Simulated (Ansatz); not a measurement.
## B: rattling a relaxed structure

The cell was found from a structure generator's guess, not taken from experiment.

Theory: Ansatz 0.2.0, DFT PBE, scalar-relativistic, plane waves, PAW. Cutoff 420 eV; k points 10×10×10 on the computed 8-atom cell (Γ-centred); Gaussian smearing, width 0.10 eV; no spin polarisation.

The cell below (8 atoms, space group Ia-3d (No. 230)) is relaxed within its symmetry.

```
B
1.0
    -2.49566    2.49566    2.49566
     2.49566   -2.49566    2.49566
     2.49566    2.49566   -2.49566
B
8
Cartesian
  0.6239 0.6239 0.6239
  -0.6239 1.8717 0.6239
  1.8717 0.6239 -0.6239
  0.6239 -0.6239 1.8717
  1.8717 1.8717 1.8717
  0.6239 3.1196 -0.6239
  3.1196 -0.6239 0.6239
  -0.6239 0.6239 3.1196
```

For the test it was strained at random (σ = 1.5 % a component), the atoms were moved at random (σ = 0.15 Å), and all was relaxed again on a coarse 6×6×6 mesh (in the run’s order of axes) with 0.20 eV smearing, with no symmetry imposed.

**Question.** Is the structure stable against such a distortion?

**Answer.** It doesn't return. The energy falls by 779 meV/atom on that mesh, the volume changes by -17.1 %, and the end has space group C2/c (No. 15) at a loose tolerance. Relaxed again on a 10×10×12 mesh with 0.10 eV smearing, the new structure lies 784 meV/atom below the first (mesh in the axes of the run's cell; the cell below is made exact in the group named). Space group C2/c (No. 15), monoclinic, a = 6.308 Å, b = 5.281 Å, c = 3.252 Å, β = 108.1°. Around B on its first site lie 7 B at 1.76–1.92 Å; B on its second site is surrounded by 7 B at 1.76–1.92 Å.

```
B
1.0
     3.15394   -2.64071    0.00000
     3.15394    2.64071    0.00000
    -1.01159    0.00000    3.09117
B
8
Direct
  0.20892 0.02808 0.15475
  0.53406 0.71956 0.99336
  0.97192 0.79108 0.34525
  0.28044 0.46594 0.50664
  0.79108 0.97192 0.84525
  0.46594 0.28044 0.00664
  0.02808 0.20892 0.65475
  0.71956 0.53406 0.49336
```
